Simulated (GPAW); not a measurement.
The system is BP.

```
P B
1.0
     0.00000    2.26900    2.26900
     2.26900    0.00000    2.26900
     2.26900    2.26900    0.00000
P B
1 1
Direct
  0.75000 0.75000 0.75000
  0.00000 0.00000 0.00000
```

Base run:

```yaml
Program: GPAW 26.7.0
Functional: BLYP
Potentials_or_basis: PAW data sets generated in the run's folder for this functional
Cutoff: 800 eV
Basis: pw
k_mesh: 10 × 10 × 10
Occupations: fermi-dirac, width 0.05 eV
Spin: no spin polarisation
```

Its results: band gap on the k mesh 1.51 eV, indirect (least direct gap 3.55 eV); pressure 6.2 GPa.

Question: After a change of settings the same cell gave: band gap on the k mesh 1.14 eV, indirect (least direct gap 3.36 eV); pressure -1.7 GPa. Which change was it?
A. functional from BLYP to PBEsol
B. functional from BLYP to RPBE; potentials or basis from PAW data sets generated in the run's folder for this functional to the program's PAW data sets (release 1.2.1) made for this functional
C. functional from BLYP to revPBE; potentials or basis from PAW data sets generated in the run's folder for this functional to the program's PAW data sets (release 1.2.1) made for this functional
D. functional from BLYP to LDA; potentials or basis from PAW data sets generated in the run's folder for this functional to the program's PAW data sets (release 1.2.1) made for this functional

Answer: A.

PBEsol binds more tightly than BLYP, so the same cell stands under less pressure.

Runs at the PBE level aren't shown here.
